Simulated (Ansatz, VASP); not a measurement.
**Ag: VASP beside Ansatz**

The input INCAR:

```
SYSTEM = Ag
ALGO     = Normal         ! electronic algorithm
EDIFF    = 1E-6           ! SCF threshold, eV
ENCUT    = 520            ! plane-wave cutoff, eV
GGA      = PE             ! functional
ISIF     = 2              ! what is computed and relaxed
ISMEAR   = 0              ! smearing method
LASPH    = .TRUE.         ! aspherical terms in the spheres
LCHARG   = .TRUE.         ! write CHGCAR
LELF     = .TRUE.         ! ELF
LREAL    = .FALSE.        ! projectors in reciprocal space
LVHAR    = .TRUE.       
LWAVE    = .FALSE.        ! write WAVECAR
NBANDS   = 18             ! bands
NELM     = 100            ! most SCF steps
PREC     = Accurate       ! precision mode
SIGMA    = 0.1            ! smearing width, eV
```

The input KPOINTS:

```
k-points
0
G
  9 9 4
  0 0 0
```

Contents of POSCAR:

```
Ag
1.0
    2.9300000000      0.0000000000      0.0000000000
   -1.4650000000      2.5374544331      0.0000000000
    0.0000000000      0.0000000000      4.7900000000
Ag
2
Direct
    0.3333333333      0.6666666667      0.2500000000
    0.6666666667      0.3333333333      0.7500000000
```

Input for Ansatz:

```yaml
crystal:
  lattice:
    - [2.93, 0.0, 0.0]
    - [-1.465, 2.5374544331, 0.0]
    - [0.0, 0.0, 4.79]
  atoms:
    - { symbol: Ag, position: [0.3333333333, 0.6666666667, 0.25] }
    - { symbol: Ag, position: [0.6666666667, 0.3333333333, 0.75] }
basis:
  ecutwfc: 420
kpoints:
  mp_grid: { grid: [9, 9, 4] }
hamiltonian:
  xc: pbe
scf:
  occupations: { method: gaussian, width: 0.1 }
output:
  forces: true
  stress: true
  eigenvalues: true
```

This isn't the form of Ag at room conditions, which is fcc.

Alike in both runs: task single point; functional PBE; k mesh 9 × 9 × 4; occupations gaussian, width 0.1 eV; no spin polarisation.

|  | VASP | Ansatz |
| --- | --- | --- |
| version | VASP 6.6.1 | Ansatz 0.2.0 |
| potentials or method | VASP PAW PBE potentials, release 64 (Ag) | scalar-relativistic, plane waves, PAW |
| plane-wave cutoff (eV) | 520 | 420 |
| valence electrons in the cell | 22 | 38 |

```tsv
	VASP	Ansatz	Ansatz less VASP
gap on the k mesh at the Fermi level (eV)	none	none	-
pressure (GPa)	0.2	0.3	+0.13
largest component of the traceless stress (GPa)	1.22	1.23	+0.006
```

A gap of «none» marks a metal or a gap that the smearing closes. The functional is the same, so the differences come from potentials, cutoffs and numerics. The two sets of potentials don't hold the same shells in valence.
